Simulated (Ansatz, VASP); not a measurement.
## ZnS in VASP and in Ansatz

```
CELL_PARAMETERS angstrom
0.00000 2.67777 2.67777
2.67777 0.00000 2.67777
2.67777 2.67777 0.00000
ATOMIC_POSITIONS crystal
Zn 0.00000 0.00000 0.00000
S 0.25000 0.25000 0.25000
```

Alike in both runs: functional PBEsol; k mesh 10 × 10 × 10; occupations gaussian, width 0.02 eV; no spin polarisation.

Ansatz relaxed the structure, and its values are those at the end. VASP's run is a single point on that final structure, the one shown.

|  | VASP | Ansatz |
| --- | --- | --- |
| version | VASP 6.6.1 | Ansatz 0.2.0 |
| potentials or method | VASP PAW PBE potentials, release 64 (Zn, S) | scalar-relativistic, plane waves, PAW |
| plane-wave cutoff (eV) | 520 | 420 |
| valence electrons in the cell | 18 | 18 |

|  | VASP | Ansatz | Ansatz less VASP |
| --- | --- | --- | --- |
| gap on the k mesh at the Fermi level (eV) | 2.10 | 2.09 | -0.007 |
| least direct gap on the mesh (eV) | 2.10 | 2.09 | -0.007 |
| pressure (GPa) | 0.2 | 0.0 | -0.20 |

Caveats: the PAW data sets were made with another functional, which shifts forces and pressure a little (VASP). Expect the measured gap to be larger: semilocal functionals such as PBEsol lack the derivative discontinuity.
